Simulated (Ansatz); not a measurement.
zincblende-structured HfC

Computed with Ansatz (plane waves, PAW, 420 eV cutoff): PBE, scalar-relativistic, no spin polarisation, 12×12×12 k-mesh, Gaussian smearing of 0.05 eV; PAW files: Ansatz's generated set soft_2.

```yaml
crystal:
  lattice:
    - [0.00000, 2.52211, 2.52211]
    - [2.52211, 0.00000, 2.52211]
    - [2.52211, 2.52211, 0.00000]
  atoms:
    - { symbol: Hf, position: [0.00000, 0.00000, 0.00000] }
    - { symbol: C, position: [0.25000, 0.25000, 0.25000] }
```

The start was a prototype's sites filled with these elements, not a measured cell.

The cell above was scaled in volume, its shape and atoms being fixed by the lattice's symmetry. Energies are counted from the cell above.

Cell and atoms are those of this level's equilibrium.

| V (Å³/atom) | ΔE (meV/atom) | P (GPa) | gap on the mesh (eV) |
| --- | --- | --- | --- |
| 15.16 | 25.7 | 9.7 | 0.23 |
| 15.40 | 13.3 | 6.8 | 0.24 |
| 15.72 | 3.2 | 3.3 | 0.26 |
| 16.04 | 0.0 | 0.0 | 0.29 |
| 16.36 | 3.0 | -3.0 | 0.32 |
| 16.68 | 11.7 | -5.7 | 0.35 |
| 17.17 | 34.3 | -9.3 | 0.40 |
| 17.65 | 67.1 | -12.4 | 0.44 |

Problem. What do the points give for the equilibrium volume, the bulk modulus and its pressure derivative (third-order Birch–Murnaghan)?

Solution. V0 = 16.04 Å³/atom, B0 = 155 GPa, B0′ = 3.6.

B0·V0 = 155.5 GPa × 16.04 Å³ = 15.57 eV/atom sets the scale: near the minimum ΔE ≈ ½ B0 V0 x², with x = V/V0 − 1, and a pressure of 1.6 GPa squeezes the volume by about 1 %. At the ends of the curve: x = −5.5 % predicts 23.6 meV/atom and the run gives 25.7; x = +10.0 % predicts 77.8 meV/atom and the run gives 67.1. The lopsidedness is anharmonic: atoms resist being pushed together more than being pulled apart.

Spin–orbit coupling, which matters for such heavy elements, is left out.
